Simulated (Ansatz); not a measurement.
**In: single point with PBE**

The system is In.

```
In
1.0
     3.33548    0.00000    0.00000
    -1.66774    2.88861    0.00000
     0.00000    0.00000    5.50914
In
2
Direct
  0.67002 0.33591 0.74904
  0.32037 0.68022 0.25626
```

This isn't the form of In at room conditions, which is tetragonal.

The cell isn't the ideal one: atoms moved at random, drawn with an rms of 0.05 Å.

* Program: Ansatz 0.2.0
* Task: single point
* Functional: PBE
* Potentials or basis: Ansatz PAW
* Cutoff: 420 eV (not typed: the program's choice for these potentials)
* k mesh: 9 × 9 × 5
* Occupations: fermi-dirac, width 0.05 eV
* Spin: no spin polarisation

The pressure is 1.5 GPa, the largest force is 0.115 eV/Å and the band gap on the k mesh is none (metal or under the smearing width).

Forces on the atoms (eV/Å):
```
In  -0.016  0.006  0.114
In   0.016 -0.006 -0.114
```

Stress tensor (GPa, compression positive):
```
 1.54  0.18 -0.02
 0.18  1.71  0.01
-0.02  0.01  1.35
```

Levels at points of the mesh, in eV from the Fermi level:
```
           k point  band 9  band 10  band 11  band 12  band 13  band 14  band 15  band 16  band 17
(0.00, 0.00, 0.00)  -14.40   -14.38    -9.51    -4.50    -3.41     8.21     8.45     9.94    10.24
```

Wall time 3.7 s on 2 threads of Arm Neoverse V2, on a shared host, peak memory 0.42 GiB.
